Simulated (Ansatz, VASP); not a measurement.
One calculation of Sr, two programs

```xyz
1
Lattice="-2.3704 2.3704 2.3704 2.3704 -2.3704 2.3704 2.3704 2.3704 -2.3704" Properties=species:S:1:pos:R:3 pbc="T T T"
Sr    0.0000    0.0000    0.0000
```

Alike in both runs: task single point; functional PBE; k mesh 6 × 6 × 6; occupations gaussian, width 0.05 eV; no spin polarisation.

```csv
,VASP,Ansatz
version,VASP 6.6.1,Ansatz 0.2.0
potentials or method,"VASP PAW PBE potentials, release 64 (Sr_sv)","scalar-relativistic, plane waves, PAW"
plane-wave cutoff (eV),520,420
valence electrons in the cell,10,10
```

```tsv
	VASP	Ansatz	Ansatz less VASP
pressure (GPa)	0.0	0.0	-0.01
```

The functional is the same, so the differences come from potentials, cutoffs and numerics.
